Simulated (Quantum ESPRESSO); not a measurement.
Crystal: MgS (Niningerite).

```
CELL_PARAMETERS angstrom
0.00000 2.60165 2.60165
2.60165 0.00000 2.60165
2.60165 2.60165 0.00000
ATOMIC_POSITIONS crystal
S 0.50000 0.50000 0.50000
Mg 0.00000 0.00000 0.00000
```

Base run:

| Property | Result |
| --- | --- |
| Program | Quantum ESPRESSO 7.5 |
| Functional | PBE |
| Potentials or basis | SPMS 1.0 PBE |
| Cutoff | 762 eV |
| Density cutoff | 3048 eV |
| k mesh | 5 × 5 × 5 |
| Occupations | fixed |
| Spin | no spin polarisation |

Its results: band gap on the k mesh, mean-field level 3.19 eV, indirect (least direct gap 3.70 eV).

The run is repeated on the same cell with these changes: potentials or basis from SPMS 1.0 PBE to PseudoDojo 0.4.1 SR PBE standard; cutoff from 762 eV to 1143 eV; density cutoff from 3048 eV to 4572 eV; k mesh from 5 × 5 × 5 to 12 × 12 × 12. What comes out?

Band gap on the k mesh, mean-field level 2.79 eV, indirect (least direct gap 3.71 eV).

Caveats: a mesh with odd counts misses the zone's faces, so its gaps can be larger than the crystal's (some runs); an odd mesh through Γ misses points on the zone boundary, where band edges often lie (some runs).

Not every run made on this cell is shown here.
